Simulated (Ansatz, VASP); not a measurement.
# Cross-check of BAs between VASP and Ansatz, part 2 of 2

One calculation is typed for both programs; each brings its own data sets. How far apart do they land? The cell is taken from a series of runs on this material, whose earlier steps may have relaxed, scaled, displaced or heated it; both programs get it as it stands.

VASP 6.6.1 and Ansatz 0.2.0.

So far: The structure; VASP: zone-centre phonons, LDA, pair 1; Ansatz: zone-centre phonons, LDA, pair 1.

### Step 4. Differences

Known differences besides the potentials themselves: fixed occupations in Ansatz, narrow Gaussian smearing in VASP; the data sets hold 18 valence electrons in Ansatz (on its PAW soft_1 files) and 8 in VASP; the cutoff is 420 eV in Ansatz and 500 eV in VASP; VASP's log shows a relativistic correction to its local exchange, Ansatz's none. Total energies have different zeros and are not compared.

Compared:

```tsv
quantity	Ansatz	VASP	difference
optical mode 1 (cm⁻¹)	667.6	672.3	-0.70 %
optical mode 2 (cm⁻¹)	685.8	690.3	-0.66 %
optical mode 3 (cm⁻¹)	699.2	704.1	-0.70 %
```

Modes are paired by rising frequency, not by their patterns, so a pair may set unlike modes beside each other; they are those without the splitting of longitudinal modes.

### Step 5. VASP: zone-centre phonons, LDA, pair 2

Second derivatives magnify differences that forces hide, and they need a tight electronic threshold. The cell compared in this pair holds 27.24 Å³, against 27.05 Å³ for the pair before.

File INCAR:

```
SYSTEM = BAs
PREC = Accurate
ENCUT = 500
EDIFF = 1E-08
NELM = 120
ISMEAR = 0
SIGMA = 0.01
LREAL = .FALSE.
ALGO = Normal
GGA = PW92
NBANDS = 10
LORBIT = 11
LWAVE = .FALSE.
LCHARG = .FALSE.
ISIF = 2
IBRION = 8
LASPH = .TRUE.
GGA_COMPAT = .FALSE.
EFERMI = MIDGAP
KPAR = 2
```

File POSCAR:

```
BAs
1.0
    0.0481979728      2.4122662213      2.3412192454
    2.4122662213      0.0481979728      2.3412192454
    2.4604641941      2.4604641941      0.0000000001
B As
1 1
Direct
    0.9982217971      0.9982217971      0.0017782029
    0.7517782029      0.7517782029      0.7482217971
```

File KPOINTS:

```
Automatic mesh
0
Gamma
12 12 12
0 0 0
```

Potentials, in the order of the species: B and As (LDA family, release 64).

The run is started by

```
mpirun -np 2 vasp_std
```

Numbers of over 12 decimals in the logs are rounded to 6 here.

The log of the run:

```text
[banner, memory and clock lines left out]
running    2 mpi-ranks, on    1 nodes
[...]
[... a notice as in an earlier step ...]

 LDA part: xc-table for (Slater(with rela. corr.)+PW92), standard interpolation
 POSCAR, INCAR and KPOINTS ok, starting setup
[...]
entering main loop
       N       E                     dE             d eps       ncg     rms          rms(c)
DAV:   1     0.100852629879E+02    0.10085E+02   -0.36907E+03  5616   0.677E+02
DAV:   2    -0.129398077092E+02   -0.23025E+02   -0.21991E+02  7646   0.105E+02
DAV:   3    -0.136149169680E+02   -0.67511E+00   -0.67376E+00  6704   0.175E+01
DAV:   4    -0.136169131114E+02   -0.19961E-02   -0.19960E-02  6822   0.106E+00
[...]
DAV:  11    -0.128928894736E+02   -0.13623E-05   -0.18210E-06  6794   0.101E-02    0.116E-02
DAV:  12    -0.128928893693E+02    0.10432E-06   -0.61368E-07  6246   0.365E-03    0.195E-03
DAV:  13    -0.128928893727E+02   -0.34407E-08   -0.39190E-08  6434   0.124E-03
   1 F= -.12892889E+02 E0= -.12892889E+02  d E =0.000000E+00
[...]
RMM:   8    -0.379273720507E-01    0.36026E-07    0.16316E-08 32499   0.303E-05    0.162E-05
RMM:   9    -0.379273990378E-01   -0.26987E-07    0.10908E-09 32279   0.208E-05    0.641E-07
RMM:  10    -0.379274021081E-01   -0.30703E-08   -0.37196E-09 24584   0.158E-05    0.263E-07
 first order change of Fermi-energy   0.13408E-04
 force on displaced ion       2 direction 1 : -16.193   1.035   0.000
 Linear response progress:
  Degree of freedom:   4/  4
       N       E                     dE             d eps       ncg     rms          rms(c)
RMM:   1    -0.395486026558E-01   -0.39549E-01    0.33902E-02 13333   0.114E+00
RMM:   2    -0.378746147052E-01    0.16740E-02   -0.90463E-04  8937   0.212E-01    0.946E-02
RMM:   3    -0.377434068999E-01    0.13121E-03   -0.21575E-05  9524   0.287E-02    0.552E-02
RMM:   4    -0.377440962628E-01   -0.68936E-06   -0.22823E-05  9382   0.295E-02    0.393E-03
[...]
RMM:   9    -0.377423036810E-01   -0.32470E-07   -0.34534E-09 10323   0.248E-05    0.627E-06
RMM:  10    -0.377423241580E-01   -0.20477E-07   -0.27207E-09  9276   0.183E-05    0.562E-07
RMM:  11    -0.377423216178E-01    0.25402E-08   -0.52379E-09  7065   0.159E-05    0.249E-07
 first order change of Fermi-energy  -0.14499E+01
 force on displaced ion       2 direction 3 :   0.000   0.000 -16.339
 Linear response finished
```

Parts of OUTCAR (step 5):

```text
  Total       -0.8336478     -0.8336478      0.1237107     -0.9700024     -0.0000000     -0.0000000
  in kB      -49.0392774    -49.0392774      7.2772730    -57.0603258     -0.0000000     -0.0000000
  external PRESSURE =     -30.2670940 kB  Pullay stress =       0.0000000 kB

 POSITION                                       TOTAL-FORCE (eV/Angst)
 -----------------------------------------------------------------------------------
      2.46046      2.46046      4.67411         0.000000      0.000000     -0.009831
      3.69070      3.69070      3.52016        -0.000000     -0.000000      0.009831
 -----------------------------------------------------------------------------------
    total drift:                               -0.000000     -0.000000      0.000378

[... 1 part as in an earlier step ...]

[... 1 further part left out ...]
```

### Step 6. Ansatz: zone-centre phonons, LDA, pair 2

The same cell, functional (in two slightly different forms) and mesh now go to Ansatz, which takes its cutoff from its data sets.

The cell is taken from a series of runs on this material, whose earlier steps may have relaxed, scaled, displaced or heated it; both programs get it as it stands.

File input.yaml:

```yaml
crystal:
  lattice:
    - [0.0481979728, 2.4122662213, 2.3412192454]
    - [2.4122662213, 0.0481979728, 2.3412192454]
    - [2.4604641941, 2.4604641941, 1.0e-10]
  atoms:
    - { symbol: B, position: [-0.0017782029, -0.0017782029, 0.0017782029] }
    - { symbol: As, position: [0.7517782029, 0.7517782029, 0.7482217971] }
kpoints:
  mp_grid: { grid: [12, 12, 12] }
hamiltonian:
  xc: lda
  pseudopotentials: { kind: paw, azcp: { folder: soft_1 }, xc_functional: pbe }
scf:
  occupations: { method: fixed }
output:
  eigenvalues: true
phonons:
  method: dfpt
```

The run is started by

```
ansatz run input.yaml --threads 4 --pin off --max-ram 10240MiB --backend cpu --events-out ev --progress --plain --runs-dir out
```

The log of the run:

```text
[...]
Crystal: 2 atoms, lattice volume = 27.236 Å³
Basis set: ecut = 420 eV, 535 PW (Γ), exchange–correlation on 48×48×48 points (8 copies of the dense FFT grid, shifted against one another)
Bands: 13, of which v1, the nominal top of the filled ones, is band 9 counted from 1 (8 counted from 0)
Symmetry: 4 space group operations
k-points: 476 of 1728 (irreducible under 2 space group operations, time reversal used)
[...]
k-point 1: bands = [... 5 lower, -4.8627, 9.2248, 10.2602, 10.2810, 13.6829, 13.8659, 14.3120, 15.6902]
  k-point 2: bands = [... 5 lower, -4.5368, 7.3131, 9.8010, 9.8618, 13.8671, 14.3359, 14.8365, 16.9690]
  k-point 475: bands = [... 5 lower, -0.7100, 2.1762, 5.8840, 6.4721, 11.1715, 12.0007, 21.5911, 21.8112]
[...]
ASR residual: 3.243e-5 → 0.000e0 eV/Å²; symmetrization residual: 6.145e-7 eV/Å²
  ASR residual per site (eV/Å²): 3.24e-5 2.76e-5
  Γ frequencies (cm⁻¹): 0.00 0.00 0.00 655.94 681.40 699.21
[...]
[key lines of the parts left out:]
SCF converged after 9 iterations
Free energy (F): -4923.496623 eV
Fermi energy:    10.586787 eV
```

### Step 7. Side by side

What differs besides the data sets and the points named for the pairs above, as far as they apply: the data sets hold 18 valence electrons in Ansatz (on its PAW soft_1 files) and 8 in VASP. Total energies have different zeros and are not compared.

Compared:

```tsv
quantity	Ansatz	VASP	difference
optical mode 1 (cm⁻¹)	655.9	660.6	-0.70 %
optical mode 2 (cm⁻¹)	681.4	685.8	-0.65 %
optical mode 3 (cm⁻¹)	699.2	704.2	-0.71 %
```

Modes are paired by rising frequency, not by their patterns, so a pair may set unlike modes beside each other; they are those without the splitting of longitudinal modes.

### Step 8. Outcome

- r.m.s. difference of the optical zone-centre modes, each program's sorted by frequency (zone-centre phonons, LDA, pair 1): 4.7 cm⁻¹
- difference in optical mode 3 (zone-centre phonons, LDA, pair 1): -0.7 %
- r.m.s. difference of the optical zone-centre modes, each program's sorted by frequency (zone-centre phonons, LDA, pair 2): 4.7 cm⁻¹
- difference in optical mode 3 (zone-centre phonons, LDA, pair 2): -0.7 %

In words: The r.m.s. difference of the optical zone-centre modes, each program's sorted by frequency is 4.7 cm⁻¹ (zone-centre phonons, LDA, pair 1). The data sets hold unlike numbers of valence electrons (18 in Ansatz and 8 in VASP), so part of the differences comes from the potentials. Among the rows given in per cent, the largest difference of the zone-centre phonons, LDA, pair 1 pair is in optical mode 3, -0.7 %. Among the rows given in per cent, the largest difference of the zone-centre phonons, LDA, pair 2 pair is in optical mode 3, -0.7 %. Such differences can come from data sets, numerical settings and the points named under the comparisons, not from the functional's error against experiment.

[Lines on the potential files, build, host, timing and source positions are cut from VASP's logs without a mark.]

[Logs are printed without paths, hosts, clocks, repeated set-up lines and the standing remarks that a program may print on its own settings, such as how far it seeks lower states.]

[Hosts, paths, dates, database ids (printed as entryN), source tags and the programs' standing remarks are cut or masked in the printed files.]
